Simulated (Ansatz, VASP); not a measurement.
Two plane-wave programs on AlNi

INCAR

```
PREC = Accurate
ENCUT = 520
EDIFF = 1E-7
ISMEAR = -1
SIGMA = 0.05
LREAL = False
LASPH = True
NELM = 120
ALGO = Normal
ISIF = 2
LWAVE = False
LCHARG = False
ISPIN = 2
MAGMOM = 1 0
LORBIT = 11
LMAXMIX = 4
GGA = PS
NBANDS = 18
```

The input KPOINTS:

```
Automatic mesh
0
Gamma
  9 9 9
```

POSCAR

```
AlNi
1.0
    2.8420627945      0.0000000000      0.0000000000
    0.0000000000      2.8420627945      0.0000000000
    0.0000000000      0.0000000000      2.8420627945
Ni Al
1 1
Direct
    0.5000000000      0.5000000000      0.5000000000
    0.0000000000      0.0000000000      0.0000000000
```

input.yaml

```yaml
crystal:
  lattice:
    - [2.8420627945, 0.0, 0.0]
    - [0.0, 2.8420627945, 0.0]
    - [0.0, 0.0, 2.8420627945]
  atoms:
    - { symbol: Ni, position: [0.5, 0.5, 0.5], spin: 1.0 }
    - { symbol: Al, position: [0.0, 0.0, 0.0] }
hamiltonian:
  xc: pbesol
  pseudopotentials: { kind: paw }
magnetization:
  spin_polarized: true
kpoints:
  mp_grid: { grid: [9, 9, 9] }
scf:
  occupations: { method: fermi_dirac, width: 0.05 }
output:
  forces: true
  stress: true
  eigenvalues: true
```

Change from the starting cell: volume scaled by 0.96.

Alike in both runs: task single point; functional PBEsol; k mesh 9 × 9 × 9; occupations fermi-dirac, width 0.05 eV; collinear spin, ferromagnetic start.

```csv
,VASP,Ansatz
version,VASP 6.6.1,Ansatz 0.2.0
potentials or method,"VASP PAW PBE potentials, release 64 (Ni, Al)",Ansatz PAW
plane-wave cutoff (eV),520,420
valence electrons in the cell,13,21
```

```csv
,VASP,Ansatz,Ansatz less VASP
gap on the k mesh at the Fermi level (eV),none,none,-
pressure (GPa),3.9,3.8,-0.11
net moment per atom (μB),0.00,0.00,0.000
```

A gap of «none» marks a metal or a gap that the smearing closes. With one functional, cell and mesh, what is left measures potentials, basis and numerics. The two sets of potentials don't hold the same shells in valence.

Caveats: the PAW data sets were made with another functional, which shifts forces and pressure a little (VASP); the PAW data sets come from PBE, with cores solved anew for the run's functional, which leaves a small shift of forces and pressure (Ansatz); the starting moments weren't kept (Ansatz).
